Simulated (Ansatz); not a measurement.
GaN: energy along a strain

GaN, Fm-3m, a = 4.270 Å (as given, not relaxed at this level: -13.7 GPa). This isn't the usual stable structure of the compound. Ansatz: LDA, PAW, 420 eV, Γ-centred 14×14×14 mesh on 2 atoms, Gaussian smearing 0.03 eV; no spin polarisation. Cell vectors (Å): 0.000 2.135 2.135; 2.135 0.000 2.135; 2.135 2.135 0.000. The cell is strained by x per cent times the pattern (0 0 0 0 1 0) in the order xx yy zz yz xz xy (engineering shears), with fractional coordinates held. y is the free energy over the start, V0 = 9.735 Å³/atom. Symmetry makes y even in x.

| x (%) | y (meV/atom) |
| --- | --- |
| -2.00 | 2.46 |
| -1.00 | 0.62 |
| 0.00 | 0.00 |
| 0.25 | 0.04 |
| 0.50 | 0.15 |
| 0.75 | 0.34 |
| 1.25 | 0.96 |
| 1.50 | ? |
| 1.75 | 1.89 |

Problem. Fit y = c2 x² + c4 x⁴ to the other rows, get the stiffness along the pattern, and predict the missing energy.

Solution. Least squares on the rows shown. y = 0.6161 x² − 0.0001231 x⁴. The clamped-ion stiffness p·C·p = 2 × 6.161 eV × 160.2 / 9.735 Å³ = 203 GPa, which is C55 in these axes (C44 of the cubic crystal) (second derivative at the start, which stands under stress). At x = 1.50 the fit asked for gives 1.39 meV/atom. The run gave 1.38 meV/atom, so the fit is 0.01 meV/atom too high, a small miss on the scale of the series.